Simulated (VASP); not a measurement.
# Co (P6_3/mmc) in VASP: notebook, part 3 of 3

VASP 6.6.1. Earlier steps stand in the parts before.

## (5) Electric field gradients, PBEsol, collinear spin, ferromagnetic start

INCAR reads:

```
  PREC = Accurate
  ENCUT = 300
  EDIFF = 1E-7
  ISMEAR = -1
  SIGMA = 0.05
  LREAL = False
  LASPH = True
  NELM = 120
  ALGO = Normal
  ISIF = 2
  LWAVE = False
  LCHARG = False
  ISPIN = 2
  MAGMOM = 1.5 1.5
  LORBIT = 11
  LMAXMIX = 4
  GGA = PS
  LEFG = True
```

KPOINTS reads:

```
regular mesh
0
Gamma
  15 15 8
```

POSCAR reads:

```
Co
1.0
    2.5074000000      0.0000000000      0.0000000000
   -1.2537000000      2.1714720974      0.0000000000
    0.0000000000      0.0000000000      4.0699000000
Co
2
Direct
    0.3333333333      0.6666666667      0.2500000000
    0.6666666667      0.3333333333      0.7500000000
```

Potentials or basis: VASP PAW PBE potentials, release 64 (Co).

Run with:

```bash
$ cat potpaw_PBE.64/Co/POTCAR > POTCAR
$ mpirun -np 1 vasp_std > vasp.out
```

OUTCAR:

```text
PREC = Accurate
   ENCUT = 300
   EDIFF = 1E-7
   ISMEAR = -1
   LREAL = False
   LASPH = True
   NELM = 120
   ISIF = 2
   ISPIN = 2
   LORBIT = 11
   GGA = PS

 ion  position               nearest neighbor table
   1  0.333  0.667  0.250-   2 2.50   2 2.50   2 2.50   2 2.50   2 2.50   2 2.50
   2  0.667  0.333  0.750-   1 2.50   1 2.50   1 2.50   1 2.50   1 2.50   1 2.50

  LATTYP: Found a hexagonal cell.
 ALAT       =     2.5074000000
 C/A-ratio  =     1.6231554598

  Lattice vectors:

 A1 = (   2.5074000000,   0.0000000000,   0.0000000000)
 A2 = (  -1.2537000000,   2.1714720974,   0.0000000000)
 A3 = (   0.0000000000,   0.0000000000,   4.0699000000)

Analysis of symmetry for initial positions (statically):
=====================================================================
 Subroutine PRICEL returns:
 Original cell was already a primitive cell.

 Routine SETGRP: Setting up the symmetry group for a
 hexagonal supercell.

 Subroutine GETGRP returns: Found 24 space group operations
 (whereof 12 operations were pure point group operations)
 out of a pool of 24 trial point group operations.

The static configuration has the point symmetry D_3d.
 The point group associated with its full space group is D_6h.

Analysis of symmetry for dynamics (positions and initial velocities):
=====================================================================
 Subroutine PRICEL returns:
 Original cell was already a primitive cell.

 Routine SETGRP: Setting up the symmetry group for a
 hexagonal supercell.

 Subroutine GETGRP returns: Found 24 space group operations
 (whereof 12 operations were pure point group operations)
 out of a pool of 24 trial point group operations.

The dynamic configuration has the point symmetry D_3d.
 The point group associated with its full space group is D_6h.

Analysis of structural, dynamic, and magnetic symmetry:
=====================================================================
 Subroutine PRICEL returns:
 Original cell was already a primitive cell.

 Routine SETGRP: Setting up the symmetry group for a
 hexagonal supercell.

 Subroutine GETGRP returns: Found 24 space group operations
 (whereof 12 operations were pure point group operations)
 out of a pool of 24 trial point group operations.

The overall configuration has the point symmetry D_3d.
 The point group associated with its full space group is D_6h.

 Subroutine INISYM returns: Found 24 space group operations
 (whereof 12 operations are pure point group operations),
 and found     1 'primitive' translations

----------------------------------------------------------------------------------------

                                     Primitive cell

  volume of cell :      22.1596

  direct lattice vectors                    reciprocal lattice vectors
     2.507400000  0.000000000  0.000000000     0.398819494  0.230258542  0.000000000
    -1.253700000  2.171472097  0.000000000     0.000000000  0.460517085  0.000000000
     0.000000000  0.000000000  4.069900000     0.000000000  0.000000000  0.245706283

  length of vectors
     2.507400000  2.507400000  4.069900000     0.460517085  0.460517085  0.245706283

[... 133 lines left out ...]
 fundamental gap:      0.0062812278
 Fermi energy:         9.7808761491

 spin component 1

 k-point     1 :       0.0000    0.0000    0.0000
  band No.  band energies     occupation
      1       0.9254      1.00000
      2       4.7240      1.00000
      3       7.1928      1.00000
      4       7.2351      1.00000
      5       7.2351      1.00000
      6       7.5337      1.00000
      7       7.5337      1.00000
      8       7.8838      1.00000
      9       7.8838      1.00000
     10       8.9417      1.00000
     11       8.9417      1.00000
     12       9.6114      0.96737
     13      15.8698      0.00000
     14      31.5738      0.00000
[... 403 lines left out ...]
      4       6.5911      1.00000
      5       6.9438      1.00000
      6       7.1574      1.00000
      7       7.7307      1.00000
      8       8.8510      1.00000
      9       9.0005      1.00000
     10       9.0423      1.00000
     11      12.4218      0.00000
     12      13.7604      0.00000
     13      18.8424      0.00000
     14      20.5380      0.00000
     15      20.8207      0.00000

 [... further k-points ...]

 spin component 2

 k-point     1 :       0.0000    0.0000    0.0000
  band No.  band energies     occupation
      1       0.9831      1.00000
      2       5.6897      1.00000
      3       8.8269      1.00000
      4       8.8788      1.00000
      5       8.8788      1.00000
      6       9.2290      0.99998
      7       9.2290      0.99998
      8       9.6179      0.96301
      9       9.6571      0.92236
     10       9.6571      0.92236
     11      10.8290      0.00000
     12      10.8290      0.00000
     13      16.9098      0.00000
     14      31.3902      0.00000
[... 403 lines left out ...]
      4       7.4924      1.00000
      5       8.5140      1.00000
      6       8.6565      1.00000
      7       9.3371      0.99986
      8      10.6791      0.00000
      9      10.8987      0.00000
     10      10.9041      0.00000
     11      13.4407      0.00000
     12      14.7414      0.00000
     13      19.3316      0.00000
     14      21.0320      0.00000
     15      21.2297      0.00000

 [... further k-points ...]
[... 5 lines left out ...]
  --------------------------------------------------------------------------------------
  -------------------------------------------------------------------------------------
  Total       -1.9536447     -1.9536447     -2.1021354      0.0000000      0.0000000      0.0000000
  in kB     -141.2519844   -141.2519844   -151.9881266      0.0000000      0.0000000      0.0000000
  external PRESSURE =    -144.8306984 kB  Pullay stress =       0.0000000 kB

 VOLUME and BASIS-vectors are now :
 -----------------------------------------------------------------------------
  energy-cutoff  :      300.00
  volume of cell :       22.16
      direct lattice vectors                 reciprocal lattice vectors
     2.507400000  0.000000000  0.000000000     0.398819494  0.230258542  0.000000000
    -1.253700000  2.171472097  0.000000000     0.000000000  0.460517085  0.000000000
     0.000000000  0.000000000  4.069900000     0.000000000  0.000000000  0.245706283

 POSITION                                       TOTAL-FORCE (eV/Angst)
 -----------------------------------------------------------------------------------
     -0.00000      1.44765      1.01747        -0.000000      0.000000      0.000000
      1.25370      0.72382      3.05242         0.000000      0.000000      0.000000
 -----------------------------------------------------------------------------------
    total drift:                                0.000000      0.000000     -0.000000

  FREE ENERGIE OF THE ION-ELECTRON SYSTEM (eV)
  ---------------------------------------------------
  free  energy   TOTEN  =       -15.4341049475 eV

  energy  without entropy=      -15.4200795596  energy(sigma->0) =      -15.42709225

 Electric field gradients (V/A^2)
---------------------------------------------------------------------
 ion       V_xx      V_yy      V_zz      V_xy      V_xz      V_yz
---------------------------------------------------------------------
   1       1.214     1.218    -2.432     0.004     0.000     0.000
   2       1.214     1.218    -2.432     0.004     0.000     0.000
---------------------------------------------------------------------

 Electric field gradients after diagonalization (V/A^2)
 (convention: |V_zz| > |V_xx| > |V_yy|)
----------------------------------------------------------------------
 ion       V_xx      V_yy      V_zz     asymmetry (V_yy - V_xx)/ V_zz
----------------------------------------------------------------------
   1       1.220     1.211    -2.432       0.004
   2       1.220     1.211    -2.432       0.004
----------------------------------------------------------------------

           NMR quadrupolar parameters

 Cq : quadrupolar parameter    Cq=e*Q*V_zz/h
 eta: asymmetry parameters     (V_yy - V_xx)/ V_zz
 Q  : nuclear electric quadrupole moment in mb (millibarn)
----------------------------------------------------------------------
 ion       Cq(MHz)       eta       Q (mb)
----------------------------------------------------------------------
   1      -0.006       0.004       1.000
   2      -0.006       0.004       1.000
----------------------------------------------------------------------

 total charge

# of ion       s       p       d       tot
------------------------------------------
    1        0.481   0.507   7.231   8.220
    2        0.481   0.507   7.231   8.220
--------------------------------------------------
tot          0.963   1.014  14.463  16.440

 magnetization (x)

# of ion       s       p       d       tot
------------------------------------------
    1       -0.014  -0.050   1.719   1.655
    2       -0.014  -0.050   1.719   1.655
--------------------------------------------------
tot         -0.028  -0.100   3.438   3.310
```

OSZICAR:

```text
N       E                     dE             d eps       ncg     rms          rms(c)
DAV:   1     0.548958818156E+02    0.54896E+02   -0.58334E+03  8331   0.103E+03
DAV:   2    -0.166600540298E+02   -0.71556E+02   -0.65888E+02  8135   0.213E+02
DAV:   3    -0.179811028178E+02   -0.13210E+01   -0.12955E+01  9836   0.386E+01
DAV:   4    -0.180020824874E+02   -0.20980E-01   -0.20976E-01 11285   0.381E+00
DAV:   5    -0.180023274675E+02   -0.24498E-03   -0.24498E-03 10116   0.350E-01    0.152E+01
DAV:   6    -0.159823662081E+02    0.20200E+01   -0.16597E+01  8674   0.782E+01    0.795E+00
DAV:   7    -0.154627840661E+02    0.51958E+00   -0.23685E+00  8933   0.282E+01    0.368E+00
DAV:   8    -0.154503107692E+02    0.12473E-01   -0.25328E-02 11261   0.174E+00    0.185E+00
DAV:   9    -0.154335709987E+02    0.16740E-01   -0.46131E-03 11688   0.108E+00    0.743E-01
DAV:  10    -0.154342761805E+02   -0.70518E-03   -0.46962E-04 10966   0.304E-01    0.495E-01
DAV:  11    -0.154341162393E+02    0.15994E-03   -0.71503E-04 10374   0.395E-01    0.443E-02
DAV:  12    -0.154341088429E+02    0.73965E-05   -0.27659E-05  9676   0.469E-02    0.177E-02
DAV:  13    -0.154341044722E+02    0.43707E-05   -0.18447E-06 11913   0.162E-02    0.127E-02
DAV:  14    -0.154341051876E+02   -0.71543E-06   -0.52333E-07  9323   0.908E-03    0.454E-03
DAV:  15    -0.154341048499E+02    0.33768E-06   -0.78504E-08  4540   0.464E-03    0.137E-03
DAV:  16    -0.154341049475E+02   -0.97568E-07   -0.14811E-08  4407   0.183E-03
   1 F= -.15434105E+02 E0= -.15427092E+02  d E =-.140254E-01  mag=     3.2717
```

Run time: 20 s. Hardware: 1 thread of Intel Xeon 6975P-C (Granite Rapids), shared host; peak memory 0.14 GiB.

Results:

```yaml
Free_energy: -15.4341 eV
Band_gap_on_the_k_mesh: none (metal or under the smearing width)
Net_moment: 3.27 μB per cell
Site_moments: Co +1.66 μB
Valence_electrons_inside_the_program's_atomic_spheres: Co 8.22
```

Electric field gradients, principal values (V/Å²):
| atom | Vxx | Vyy | Vzz |
| --- | --- | --- | --- |
| 1 Co | 1.211 | 1.220 | -2.432 |
| 2 Co | 1.211 | 1.220 | -2.432 |

Caveat: the cutoff is under 1.25 times the usual one of these potentials, so pressure, stress and relaxed cells hold a basis-set (Pulay) error; the PAW data sets were made with another functional, which shifts forces and pressure a little.

## (6) Summary

| level | potentials or basis | k mesh | cutoff (eV) | mesh quality | gap on the mesh (eV) | pressure (GPa) | moment (μB) |
| --- | --- | --- | --- | --- | --- | --- | --- |
| PBEsol | VASP PAW PBE potentials, release 64 (Co) | 15 × 15 × 8 | 520 | not flagged | none | -14.1 | 3.27 |
| LDA | VASP PAW LDA potentials, release 64 (Co) | 5 × 5 × 3 | 300 | coarse | none | - | 3.42 |
| PBEsol | VASP PAW PBE potentials, release 64 (Co) | 5 × 5 × 3 | 520 | coarse | none | -12.1 | 3.57 |
| PBEsol | VASP PAW PBE potentials, release 64 (Co) | 15 × 15 × 8 | 300 | not flagged | none | - | 3.27 |

Alike in all rows: task electric field gradients; spin collinear, ferromagnetic start; cell as given; smearing fermi-dirac 0.05 eV.

Caveats: some runs use coarse meshes; the PAW data sets were made with another functional, which shifts forces and pressure a little (some runs); the cutoff is under 1.25 times the usual one of these potentials, so pressure, stress and relaxed cells hold a basis-set (Pulay) error (some runs).

Total energies depend on the potentials used, so only differences within one code and one set of settings carry meaning.
